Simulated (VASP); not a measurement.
# BN (Fmm2) in VASP: settings compared

One crystal, BN, is run at these levels: PBE, r2SCAN; tasks: single point, relaxation of cell and atoms.

Everything below comes from runs of VASP 6.6.1. Logs are shortened: lines on timing, memory, paths and dates and some standing lists are left out, and cuts for length are marked.

## (1) Starting point

Symmetry: Fmm2, No. 42, orthorhombic system. Conventional cell: a = 2.503 Å, b = 6.991 Å, c = 4.332 Å, α = 90.00°, β = 90.00°, γ = 90.00°. Around N (site symmetry mm2) lie 3 B at 1.44 Å. Around B (site symmetry mm2) lie 3 N at 1.44 Å.

Measurements of this composition are mostly on another form, of space group No. 194.

## (2) Single point, PBE

File INCAR:

```
PREC = Accurate
ENCUT = 520
EDIFF = 1E-5
ISMEAR = 0
SIGMA = 0.05
LREAL = False
LASPH = True
NELM = 100
ALGO = Normal
ISIF = 2
LWAVE = False
LCHARG = False
GGA = PE
ADDGRID = False
```

File KPOINTS:

```
regular mesh
0
Gamma
  11 11 11
```

File POSCAR:

```
BN
1.0
    0.0000000000      3.4953158300      2.1660912400
    1.2516321000      0.0000000000      2.1660912400
    1.2516321000      3.4953158300      0.0000000000
N B
1 1
Direct
    0.6643870000      0.6373240000      0.3259630000
   -0.0156690000     -0.0240960000      1.0349220000
```

Potentials or basis: VASP PAW PBE potentials, release 64 (N_s, B_s).

Started as:

```
> cat potpaw_PBE.64/N_s/POTCAR potpaw_PBE.64/B_s/POTCAR > POTCAR
> mpirun -np 1 vasp_std > vasp.out
```

OUTCAR:

```text
PREC = Accurate
   ENCUT = 520
   EDIFF = 1E-5
   ISMEAR = 0
   LREAL = False
   LASPH = True
   NELM = 100
   ISIF = 2
   GGA = PE

 Found    666 irreducible k-points:

 Following reciprocal coordinates:
            Coordinates               Weight
  0.000000  0.000000  0.000000      1.000000
  0.090909 -0.000000 -0.000000      2.000000
 -0.090909 -0.090909 -0.090909      2.000000
 -0.000000  0.090909  0.000000      2.000000
  0.000000  0.000000  0.090909      2.000000
  0.181818  0.000000 -0.000000      2.000000
   k-points           NKPTS =    666   k-points in BZ     NKDIM =    666   number of bands    NBANDS=      8
   number of dos      NEDOS =    301   number of ions     NIONS =      2
   total plane-waves  NPLWV =  17920
   dimension x,y,z NGX =    32 NGY =   20 NGZ =   28
   dimension x,y,z NGXF=    64 NGYF=   40 NGZF=   56
   ions per type =               1   1
   NGX,Y,Z   is equivalent  to a cutoff of  12.94, 13.29, 12.54 a.u.
   NGXF,Y,Z  is equivalent  to a cutoff of  25.87, 26.58, 25.08 a.u.
 SYSTEM =  unknown system
   PREC   = accura    normal or accurate (medium, high low for compatibility)
   ISTART =      0    job   : 0-new  1-cont  2-samecut
   ICHARG =      2    charge: 1-file 2-atom 10-const
   ISPIN  =      1    spin polarized calculation?
   LNONCOLLINEAR =      F non collinear calculations
   LSORBIT =      F    spin-orbit coupling
   LASPH  =      T    aspherical Exc in radial PAW
   ENCUT  =  520.0 eV  38.22 Ry    6.18 a.u.   7.65  4.65  6.90*2*pi/ulx,y,z
   NELM   =    100;   NELMIN=  2; NELMDL= -5     # of ELM steps
   EDIFF  = 0.1E-04   stopping-criterion for ELM
   LREAL  =      F    real-space projection
   EDIFFG = 0.1E-03   stopping-criterion for IOM
   NSW    =      0    number of steps for IOM
   IBRION =     -1    ionic relax: 0-MD 1-quasi-New 2-CG
   NFREE  =      0    steps in history (QN), initial steepest desc. (CG)
   ISIF   =      2    stress and relaxation
   ISYM   =      2    0-nonsym 1-usesym 2-fastsym
   POTIM  = 0.5000    time-step for ionic-motion
   TEBEG  =    0.0;   TEEND  =   0.0 temperature during run
   PSTRESS=    0.0 pullay stress
   NELECT =       8.0000    total number of electrons
   NUPDOWN=      -1.0000    fix difference up-down
   EMIN   =  10.00;   EMAX   =-10.00  energy-range for DOS
   EFERMI =   0.00;   METHOD = LEGACY
   ISMEAR =     0;   SIGMA  =   0.05  broadening in eV -4-tet -1-fermi 0-gaus
   EFERMI_NEDOS =   21; number of points for ismear=-14 and -15
   IALGO  =     38    algorithm
   IMIX   =      4    mixing-type and parameters
     AMIX     =   0.40;   BMIX     =  1.00
     AMIX_MAG =   1.60;   BMIX_MAG =  1.00
  volume/ion in A,a.u.               =       9.48        63.95
  Fermi-wavevector in a.u.,A,eV,Ry     =   1.228047  2.320672 20.518928  1.508099
  Thomas-Fermi vector in A             =   2.362987
   LORBIT       =      0    0 simple, 1 ext, 2 COOP (PROOUT), +10 PAW based schemes
   GGA     = PE    functional components
   LHFCALC =     F    Hartree Fock is set to
   AEXX    =    0.0000 exact exchange contribution
   IVDW    =     0    specifies the selected vdW correction
   LEPSILON=     F    determine dielectric tensor
   LRPA    =     F    only Hartree local field effects (RPA)
 non-spin polarized calculation
 Gauss-broadening in eV      SIGMA  =   0.05
  energy-cutoff  :      520.00
  volume of cell :       18.95
 maximum number of plane-waves:       529
   NGX = 15   NGY =  9   NGZ = 13

 number of electron       8.0000000 magnetization

 Free energy of the ion-electron system (eV)
  ---------------------------------------------------
  ext. energy  EPLUGINS =         0.00000000
  ---------------------------------------------------
  free energy    TOTEN  =       -17.41710180 eV

  energy without entropy =      -17.41710180  energy(sigma->0) =      -17.41710180

 E-fermi :   3.4899     XC(G=0):  -9.7085

 val. band max:        3.1853059685   @ k =  -0.4545  -0.3636   0.1818
 cond. band min:       6.8930328474   @ k =   0.0000   0.4545   0.4545
 fundamental gap:      3.7077268788
 Fermi energy:         3.4899117219

 k-point     1 :       0.0000    0.0000    0.0000
  band No.  band energies     occupation
      1     -14.7148      2.00000
      2      -1.3136      2.00000
      3       1.0772      2.00000
      4       2.5145      2.00000
      5       7.8412      0.00000
      6      13.7543      0.00000
      7      15.6498      0.00000
      8      16.2081      0.00000

 k-point     2 :       0.0909   -0.0000   -0.0000
  band No.  band energies     occupation
      1     -14.5470      2.00000
      2      -1.1602      2.00000
      3       0.8120      2.00000
      4       1.7552      2.00000
      5       8.2174      0.00000
      6      13.8667      0.00000
      7      15.7292      0.00000
      8      16.2997      0.00000

 k-point     3 :      -0.0909   -0.0909   -0.0909
  band No.  band energies     occupation
      1     -14.5522      2.00000
      2      -1.1536      2.00000
      3       0.5232      2.00000
      4       2.1164      2.00000
      5       8.1945      0.00000
      6      14.1957      0.00000
      7      15.5190      0.00000
      8      15.8280      0.00000

 k-point     4 :      -0.0000    0.0909    0.0000
  band No.  band energies     occupation
      1     -14.5522      2.00000
      2      -1.1532      2.00000
      3       0.5234      2.00000
      4       2.1158      2.00000
      5       8.1946      0.00000
      6      14.2064      0.00000
      7      15.4901      0.00000
      8      15.8378      0.00000

 k-point     5 :       0.0000    0.0000    0.0909
  band No.  band energies     occupation
      1     -14.5470      2.00000
      2      -1.1604      2.00000
      3       0.8121      2.00000
      4       1.7573      2.00000
      5       8.2113      0.00000
      6      13.8593      0.00000
      7      15.7320      0.00000
      8      16.2996      0.00000

 k-point     6 :       0.1818    0.0000   -0.0000
  band No.  band energies     occupation
      1     -14.0547      2.00000
      2      -0.7093      2.00000
      3      -0.1124      2.00000
      4       0.2632      2.00000
      5       9.1719      0.00000
      6      13.8110      0.00000
      7      14.5760      0.00000
      8      18.0372      0.00000

 [... further k-points ...]
[... 5 lines left out ...]
  --------------------------------------------------------------------------------------
  -------------------------------------------------------------------------------------
  Total        0.6728239      0.0314825      1.0425290     -0.2392343      0.0398188      0.7782082
  in kB       56.8777144      2.6614015     88.1310342    -20.2238658      3.3661147     65.7864612
  external PRESSURE =      49.2233834 kB  Pullay stress =       0.0000000 kB

 VOLUME and BASIS-vectors are now :
 -----------------------------------------------------------------------------
  energy-cutoff  :      520.00
  volume of cell :       18.95
      direct lattice vectors                 reciprocal lattice vectors
     0.000000000  3.495315830  2.166091240    -0.399478409  0.143048590  0.230830535
     1.251632100  0.000000000  2.166091240     0.399478409 -0.143048590  0.230830535
     1.251632100  3.495315830  0.000000000     0.399478409  0.143048590 -0.230830535

 POSITION                                       TOTAL-FORCE (eV/Angst)
 -----------------------------------------------------------------------------------
      1.20568      3.46159      2.81962         2.370218      1.282400     -0.544969
      1.26518      3.56261      4.24605        -2.370218     -1.282400      0.544969
 -----------------------------------------------------------------------------------
    total drift:                               -0.000027     -0.000089     -0.000033

  FREE ENERGIE OF THE ION-ELECTRON SYSTEM (eV)
  ---------------------------------------------------
  free  energy   TOTEN  =       -17.4171017995 eV

  energy  without entropy=      -17.4171017995  energy(sigma->0) =      -17.41710180
```

It took 49 s on 1 thread of Intel Xeon 6975P-C (Granite Rapids), shared host; peak memory 0.23 GiB.

The run converged, but some of its settings lie outside the range that counts as converged, so its numbers aren't taken as properties of the crystal.

Results:

```
Free energy            : -17.4171 eV
Pressure               : 4.9 GPa
Largest force          : 2.749 eV/Å
Band gap on the k mesh : 3.71 eV, indirect (least direct gap 4.54 eV)
```

Caveat: an odd mesh through Γ misses points on the zone boundary, where band edges often lie.

## (3) Single point, PBE

INCAR: that of step 2 with these lines changed.

```diff
@@ -1,4 +1,4 @@
 PREC = Accurate
-ENCUT = 520
-EDIFF = 1E-5
+ENCUT = 460
+EDIFF = 1E-7
 ISMEAR = 0
```

File KPOINTS:

```
regular mesh
0
Gamma
  13 13 13
```

File POSCAR:

```
BN
1.0
    0.0000000000      3.4953158300      2.1660912400
    1.2516321000      0.0000000000      2.1660912400
    1.2516321000      3.4953158300      0.0000000000
N B
1 1
Direct
    0.6666513400      0.6666513400      0.3333486600
    0.0000486500      0.0000486500      0.9999513500
```

Potentials or basis: VASP PAW PBE potentials, release 64 (N_s, B_s).

Started as:

```
> cat potpaw_PBE.64/N_s/POTCAR potpaw_PBE.64/B_s/POTCAR > POTCAR
> mpirun -np 1 vasp_std > vasp.out
```

OUTCAR:

```text
PREC = Accurate
   ENCUT = 460
   EDIFF = 1E-7
   ISMEAR = 0
   LREAL = False
   LASPH = True
   NELM = 100
   ISIF = 2
   GGA = PE

 Found    343 irreducible k-points:

 Following reciprocal coordinates:
            Coordinates               Weight
  0.000000  0.000000  0.000000      1.000000
  0.076923 -0.000000 -0.000000      8.000000
  0.153846 -0.000000  0.000000      8.000000
  0.230769  0.000000  0.000000      8.000000
  0.307692 -0.000000  0.000000      8.000000
  0.384615 -0.000000  0.000000      8.000000
   k-points           NKPTS =    343   k-points in BZ     NKDIM =    343   number of bands    NBANDS=      8
   number of dos      NEDOS =    301   number of ions     NIONS =      2
   total plane-waves  NPLWV =  15120
   dimension x,y,z NGX =    30 NGY =   18 NGZ =   28
   dimension x,y,z NGXF=    60 NGYF=   36 NGZF=   56
   ions per type =               1   1
   NGX,Y,Z   is equivalent  to a cutoff of  12.13, 11.96, 12.54 a.u.
   NGXF,Y,Z  is equivalent  to a cutoff of  24.26, 23.92, 25.08 a.u.
 SYSTEM =  unknown system
   PREC   = accura    normal or accurate (medium, high low for compatibility)
   ISTART =      0    job   : 0-new  1-cont  2-samecut
   ICHARG =      2    charge: 1-file 2-atom 10-const
   ISPIN  =      1    spin polarized calculation?
   LNONCOLLINEAR =      F non collinear calculations
   LSORBIT =      F    spin-orbit coupling
   LASPH  =      T    aspherical Exc in radial PAW
   ENCUT  =  460.0 eV  33.81 Ry    5.81 a.u.   7.19  4.37  6.49*2*pi/ulx,y,z
   NELM   =    100;   NELMIN=  2; NELMDL= -5     # of ELM steps
   EDIFF  = 0.1E-06   stopping-criterion for ELM
   LREAL  =      F    real-space projection
   EDIFFG = 0.1E-05   stopping-criterion for IOM
   NSW    =      0    number of steps for IOM
   IBRION =     -1    ionic relax: 0-MD 1-quasi-New 2-CG
   NFREE  =      0    steps in history (QN), initial steepest desc. (CG)
   ISIF   =      2    stress and relaxation
   ISYM   =      2    0-nonsym 1-usesym 2-fastsym
   POTIM  = 0.5000    time-step for ionic-motion
   TEBEG  =    0.0;   TEEND  =   0.0 temperature during run
   PSTRESS=    0.0 pullay stress
   NELECT =       8.0000    total number of electrons
   NUPDOWN=      -1.0000    fix difference up-down
   EMIN   =  10.00;   EMAX   =-10.00  energy-range for DOS
   EFERMI =   0.00;   METHOD = LEGACY
   ISMEAR =     0;   SIGMA  =   0.05  broadening in eV -4-tet -1-fermi 0-gaus
   EFERMI_NEDOS =   21; number of points for ismear=-14 and -15
   IALGO  =     38    algorithm
   IMIX   =      4    mixing-type and parameters
     AMIX     =   0.40;   BMIX     =  1.00
     AMIX_MAG =   1.60;   BMIX_MAG =  1.00
  volume/ion in A,a.u.               =       9.48        63.95
  Fermi-wavevector in a.u.,A,eV,Ry     =   1.228047  2.320672 20.518928  1.508099
  Thomas-Fermi vector in A             =   2.362987
   LORBIT       =      0    0 simple, 1 ext, 2 COOP (PROOUT), +10 PAW based schemes
   GGA     = PE    functional components
   LHFCALC =     F    Hartree Fock is set to
   AEXX    =    0.0000 exact exchange contribution
   IVDW    =     0    specifies the selected vdW correction
   LEPSILON=     F    determine dielectric tensor
   LRPA    =     F    only Hartree local field effects (RPA)
 non-spin polarized calculation
 Gauss-broadening in eV      SIGMA  =   0.05
  energy-cutoff  :      460.00
  volume of cell :       18.95
 maximum number of plane-waves:       448
 NGX is ok and might be reduce to    30
   NGX = 15   NGY =  9   NGZ = 13

 number of electron       8.0000000 magnetization

 Free energy of the ion-electron system (eV)
  ---------------------------------------------------
  ext. energy  EPLUGINS =         0.00000000
  ---------------------------------------------------
  free energy    TOTEN  =       -17.55689657 eV

  energy without entropy =      -17.55689657  energy(sigma->0) =      -17.55689657

 E-fermi :   3.3698     XC(G=0):  -9.6969

 val. band max:        3.1487173479   @ k =   0.4615  -0.3846   0.1538
 cond. band min:       7.0498397577   @ k =   0.0000   0.4615   0.4615
 fundamental gap:      3.9011224098
 Fermi energy:         3.3698130005

 k-point     1 :       0.0000    0.0000    0.0000
  band No.  band energies     occupation
      1     -14.7336      2.00000
      2      -1.3362      2.00000
      3       1.7159      2.00000
      4       1.7229      2.00000
      5       8.0103      0.00000
      6      14.6665      0.00000
      7      14.7257      0.00000
      8      16.1222      0.00000

 k-point     2 :       0.0769   -0.0000   -0.0000
  band No.  band energies     occupation
      1     -14.6155      2.00000
      2      -1.2209      2.00000
      3       1.2362      2.00000
      4       1.4942      2.00000
      5       8.2795      0.00000
      6      14.6454      0.00000
      7      15.1903      0.00000
      8      15.7094      0.00000

 k-point     3 :       0.1538   -0.0000    0.0000
  band No.  band energies     occupation
      1     -14.2667      2.00000
      2      -0.8776      2.00000
      3      -0.0019      2.00000
      4       0.9351      2.00000
      5       9.0030      0.00000
      6      14.4717      0.00000
      7      14.6163      0.00000
      8      16.5863      0.00000

 k-point     4 :       0.2308    0.0000    0.0000
  band No.  band energies     occupation
      1     -13.7075      2.00000
      2      -1.6287      2.00000
      3      -0.2950      2.00000
      4       0.2571      2.00000
      5      10.0013      0.00000
      6      13.0349      0.00000
      7      14.3724      0.00000
      8      18.5957      0.00000

 k-point     5 :       0.3077   -0.0000    0.0000
  band No.  band energies     occupation
      1     -12.9848      2.00000
      2      -3.3061      2.00000
      3      -0.3642      2.00000
      4       0.4725      2.00000
      5      10.4033      0.00000
      6      12.0572      0.00000
      7      14.3989      0.00000
      8      20.8886      0.00000

 k-point     6 :       0.3846   -0.0000    0.0000
  band No.  band energies     occupation
      1     -12.2074      2.00000
      2      -4.7860      2.00000
      3      -0.8231      2.00000
      4       1.3428      2.00000
      5       9.0556      0.00000
      6      12.6706      0.00000
      7      14.9814      0.00000
      8      20.2722      0.00000

 [... further k-points ...]
[... 5 lines left out ...]
  --------------------------------------------------------------------------------------
  -------------------------------------------------------------------------------------
  Total        0.6292833      0.1616399      0.6353884      0.0000000      0.0000000      0.0000000
  in kB       53.1969763     13.6643601     53.7130710      0.0000000      0.0000000      0.0000000
  external PRESSURE =      40.1914691 kB  Pullay stress =       0.0000000 kB

 VOLUME and BASIS-vectors are now :
 -----------------------------------------------------------------------------
  energy-cutoff  :      460.00
  volume of cell :       18.95
      direct lattice vectors                 reciprocal lattice vectors
     0.000000000  3.495315830  2.166091240    -0.399478409  0.143048590  0.230830535
     1.251632100  0.000000000  2.166091240     0.399478409 -0.143048590  0.230830535
     1.251632100  3.495315830  0.000000000     0.399478409  0.143048590 -0.230830535

 POSITION                                       TOTAL-FORCE (eV/Angst)
 -----------------------------------------------------------------------------------
      1.25163      3.49532      2.88806         0.000000      0.000000     -0.010380
      1.25163      3.49532      0.00021         0.000000      0.000000      0.010380
 -----------------------------------------------------------------------------------
    total drift:                               -0.000001     -0.000003     -0.000002

  FREE ENERGIE OF THE ION-ELECTRON SYSTEM (eV)
  ---------------------------------------------------
  free  energy   TOTEN  =       -17.5568965677 eV

  energy  without entropy=      -17.5568965677  energy(sigma->0) =      -17.55689657
```

OSZICAR:

```text
N       E                     dE             d eps       ncg     rms          rms(c)
DAV:   1     0.180770485413E+02    0.18077E+02   -0.41979E+03  6936   0.933E+02
DAV:   2    -0.181149692013E+02   -0.36192E+02   -0.32838E+02  5928   0.209E+02
DAV:   3    -0.194487655635E+02   -0.13338E+01   -0.13338E+01  9712   0.576E+01
DAV:   4    -0.194530681123E+02   -0.43025E-02   -0.43025E-02  6216   0.259E+00
DAV:   5    -0.194530936885E+02   -0.25576E-04   -0.25576E-04  9904   0.404E-01    0.174E+01
DAV:   6    -0.177682311265E+02    0.16849E+01   -0.68474E+00  8376   0.289E+01    0.215E+01
DAV:   7    -0.176475670003E+02    0.12066E+00   -0.11484E-01  8120   0.623E+00    0.163E+01
DAV:   8    -0.175578972204E+02    0.89670E-01   -0.34352E-01  8752   0.120E+01    0.117E+00
DAV:   9    -0.175567167779E+02    0.11804E-02   -0.36869E-03  5848   0.126E+00    0.502E-01
DAV:  10    -0.175568584411E+02   -0.14166E-03   -0.23104E-03  7504   0.111E+00    0.104E-01
DAV:  11    -0.175568686115E+02   -0.10170E-04   -0.35195E-05  6608   0.945E-02    0.621E-02
DAV:  12    -0.175568964200E+02   -0.27808E-04   -0.41757E-05  6688   0.876E-02    0.142E-02
DAV:  13    -0.175568964818E+02   -0.61813E-07   -0.13724E-06  7728   0.184E-02    0.653E-03
DAV:  14    -0.175568965677E+02   -0.85985E-07   -0.57657E-08  6984   0.369E-03
   1 F= -.17556897E+02 E0= -.17556897E+02  d E =-.172578E-12
```

Wall time 29 s (1 thread of Intel Xeon 6975P-C (Granite Rapids), shared host); peak memory 0.17 GiB.

The run converged, but some of its settings lie outside the range that counts as converged, so its numbers aren't taken as properties of the crystal.

Results:

- Free energy: -17.5569 eV
- Pressure: 4.0 GPa
- Largest force: 0.010 eV/Å
- Band gap on the k mesh: 3.90 eV, indirect (least direct gap 4.65 eV)

Caveat: an odd mesh through Γ misses points on the zone boundary, where band edges often lie.

(Continued in part 2 of 2.)
